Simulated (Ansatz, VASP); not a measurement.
## Na: VASP beside Ansatz

```
Na
1.0
     0.00000    2.26902    2.26902
     2.26902    0.00000    2.26902
     2.26902    2.26902    0.00000
Na
1
Direct
  0.00000 0.00000 0.00000
```

The cell was built by a generator and needn't be a form met in nature.

Alike in both runs: task density of states; functional PBE; k mesh 10 × 10 × 10; occupations tetrahedron; no spin polarisation.

|  | VASP | Ansatz |
| --- | --- | --- |
| version | VASP 6.6.1 | Ansatz 0.2.0 |
| potentials or method | VASP PAW PBE potentials, release 64 (Na_pv) | PAW plane waves |
| plane-wave cutoff (eV) | 520 | 420 |
| valence electrons in the cell | 7 | 9 |

```tsv
	VASP	Ansatz	Ansatz less VASP
pressure (GPa)	8.3	8.4	+0.08
```

The functional is the same, so the differences come from potentials, cutoffs and numerics. The two sets of potentials don't hold the same shells in valence. Ansatz warned: «band_table_not_solved_further».

Caveats: tetrahedron occupations give inexact forces and stress in metals.
